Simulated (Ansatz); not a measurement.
# BeS: the cost of one run

Method: DFT PBE, scalar-relativistic, plane waves, PAW, in Ansatz 0.2.0.

## 1. The system as given

Symmetry: P6_3/mmc, No. 194, hexagonal system. The conventional cell has a = 3.407 Å, b = 3.407 Å, c = 4.984 Å, α = 90.00°, β = 90.00°, γ = 120.00°. Be (site symmetry -3m) has 6 S at 2.33 Å and 2 Be at 2.49 Å as nearest neighbours. S (site symmetry -6m2) has 6 Be at 2.33 Å as nearest neighbours.

As a file:

```xyz
4
Lattice="3.4066 0.0000 0.0000 -1.7033 2.9502 0.0000 0.0000 0.0000 4.9836" Properties=species:S:1:pos:R:3 pbc="T T T"
Be    0.0000    0.0000    0.0000
Be    0.0000    0.0000    2.4918
S     0.0000    1.9668    1.2459
S     1.7033    0.9834    3.7377
```

The cell is invented: species swapped into a database cell of NiSe (P6_3/mmc, No. 194), with Be on the Ni sites and S on the Se sites. The dimensions are guesses.

## 2. A first look at the guess

input.yaml

```yaml
crystal:
  lattice:
    - [3.40657897, 0.0, 0.0]
    - [-1.70328949, 2.95018393, 0.0]
    - [0.0, 0.0, 4.98356235]
  atoms:
    - { symbol: Be, position: [0.0, 0.0, 0.0] }
    - { symbol: Be, position: [0.0, 0.0, 0.5] }
    - { symbol: S, position: [0.33333333, 0.66666667, 0.25] }
    - { symbol: S, position: [0.66666667, 0.33333333, 0.75] }
basis:
  ecutwfc: 420
kpoints:
  mp_grid: { grid: [6, 6, 4] }
hamiltonian:
  xc: pbe
scf:
  occupations: { method: gaussian, width: 0.1 }
  lower_state_search: "off"
output:
  forces: true
  stress: true
  eigenvalues: true
```

Command:

```sh
> ansatz run input.yaml --threads 1 --pin off --max-ram 2048MiB --backend cpu --events-out ev --progress --plain --runs-dir out
```

Q: Estimate wall time and peak memory on 1 thread of Arm Neoverse V1, shared host.

About 1.2 s, with a peak of 0.28 GiB.
